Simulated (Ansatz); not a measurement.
WS2, a slab with vacuum:

```
CELL_PARAMETERS angstrom
3.18321 0.00000 0.00000
-1.59160 2.75674 0.00000
0.00000 0.00000 23.66876
ATOMIC_POSITIONS crystal
W 0.66667 0.33333 0.36268
W 0.33333 0.66667 0.63732
S 0.66667 0.33333 0.70318
S 0.33333 0.66667 0.42856
S 0.66667 0.33333 0.57144
S 0.33333 0.66667 0.29682
```

Program: Ansatz 0.2.0. Alike in all runs: task band structure; potentials or basis Ansatz PAW; no spin polarisation; cell as given.

Q: Order these runs on this cell by their band gap on the k mesh, lowest first.
A. level HSE06; k mesh 6 × 6 × 2; cutoff (eV) 420; smearing fixed; level hse06; run kind scf
B. level r2SCAN; k mesh 12 × 12 × 2; cutoff (eV) 500; smearing fixed; level r2scan; run kind scf
C. level r2SCAN; k mesh 10 × 10 × 2; cutoff (eV) 500; smearing fermi-dirac 0.05 eV; points for each segment of the path 14
D. level PBE0; k mesh 6 × 6 × 2; cutoff (eV) 420; smearing fixed; level pbe0; run kind scf

A: B (1.56 eV), C (1.76 eV), A (1.96 eV), D (2.62 eV).

Caveats: spin-orbit coupling is left out, which moves the levels of the heavy elements; the k mesh misses the band edges, so the gap on the mesh is wider than the one along the path (some runs).

Not every run made on this cell is shown here.
